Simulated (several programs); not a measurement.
## InSe (C2/m) from semi-empirical methods to plane-wave DFT

InSe (C2/m) from a database structure, relaxed with r2SCAN+rVV10 in Ansatz, was computed with several methods. The symmetry is C2/m (No. 12, monoclinic); conventional cell a = 11.759 Å, b = 4.110 Å, c = 4.698 Å, β = 110.3°, 26.61 Å³ an atom. In has 3 Se at 2.68–2.69 Å and 1 In at 2.79 Å; Se has 3 In at 2.68–2.69 Å. The values are computed, spin-unpolarised, and not measurements.

```yaml
crystal:
  lattice:
    - [5.87913, -2.05490, 0.06814]
    - [5.87913, 2.05490, 0.06814]
    - [-1.68332, 0.00000, 4.38589]
  atoms:
    - { symbol: In, position: [0.11320, 0.11320, 0.96513] }
    - { symbol: In, position: [0.88680, 0.88680, 0.03487] }
    - { symbol: Se, position: [0.34258, 0.34258, 0.35094] }
    - { symbol: Se, position: [0.65742, 0.65742, 0.64906] }
```

Gaps and times are for a single point on this cell; volume and bulk modulus come from each method's own relaxation or energy curve at fixed shape, which is too stiff where a cell has free coordinates or axes. Times are rough, from shared hosts (Arm Neoverse V1; Arm Neoverse V2), and each method has its own mesh and cell size. A double dagger marks a value from a curve with shape and coordinates held. The energy curve of PM7 (MOPAC) is jagged, so its SCF state, and with it the gap, is in doubt. PM6 (MOPAC), PM7 (MOPAC), GFN2-xTB (tblite) treat a cluster of cells at its zone centre, which samples few k points: where these miss a band edge, the gap comes out too large for that reason alone. Gaps from k meshes are read at a limited set of points (mesh, symmetry points, PBE's band edges), so each method's own least gap may be somewhat smaller. xTB and the PM methods were fitted mostly to molecules, and can miss a solid's gap by electronvolts. Minimal bases can be far off for gaps. Times of the plane-wave ladder aren't listed, since it ran on unlike processors and cards. Curves at held shape can't give the bulk modulus of a layered or molecular crystal, so none is listed. GLLB-SC's gap includes the derivative discontinuity. G0W0 is at finite bands, cutoff and mesh. d marks a direct gap, i an indirect one (no mark: not told apart), a dash a value that wasn't computed or didn't pass its checks.

| method | kind | gap (eV) | own volume (Å³/atom) | bulk modulus (GPa) | atoms computed | processor time |
| --- | --- | --- | --- | --- | --- | --- |
| PBE-D3(BJ) | semilocal | – | 25.90 | – | 4 | – |
| r2SCAN+rVV10 | semilocal | – | 26.61 | – | 4 | – |
| PBE-D4 | semilocal | – | 25.87 | – | 4 | – |
| PM6 (MOPAC) | semi-empirical | 5.60 | – | – | cluster | 0.96 s |
| light PBE (260 eV and a coarse mesh) | light plane-wave | 0.89 i | – | – | 4 | 2 s |
| GFN2-xTB (tblite) | tight binding | 0.81 | – | – | cluster | 2.2 s |
| PM7 (MOPAC) | semi-empirical | 4.49 | – | – | cluster | 4.2 s |
| PBE/single zeta (GPAW) | small basis | 0.90 i | – | – | 4 | 7.9 s |
| PBE/SZV (CP2K) | small basis | 1.21 i | – | – | 4 | 12 s |
| PBE | semilocal | 0.91 i | – | – | 4 | – |
| LDA | semilocal | 0.77 i | – | – | 4 | – |
| r2SCAN | semilocal | 1.27 i | – | – | 4 | – |
| PBE/DZVP (CP2K) | small basis | 0.90 i | 28.13‡ | – | 4 | 34 s |
| GLLB-SC (GPAW) | model potential | 1.60 | – | – | 4 | 44 s |
| PBE+SOC | semilocal | 0.90 i | – | – | 4 | – |
| HSE06 | hybrid | 1.56 i | – | – | 4 | – |
| PBE0 | hybrid | 2.10 i | – | – | 4 | – |
| G0W0@PBE (120 eV screening cutoff) | many-body | 1.49 | – | – | 4 | – |
| G0W0@r2SCAN (140 eV screening cutoff) | many-body | 1.70 | – | – | 4 | – |

Against HSE06 (1.56 eV) and with closed or daggered gaps left aside, the nearest gap at the points sampled is that of GLLB-SC (GPAW) (+0.04 eV) and the farthest that of PM6 (MOPAC) (+4.04 eV). HSE06 is only a yardstick of convenience, and nearness to it can be luck.

Runs without a result: GFN1-xTB (tblite) (single point).

Only the rows marked +SOC include spin-orbit coupling.
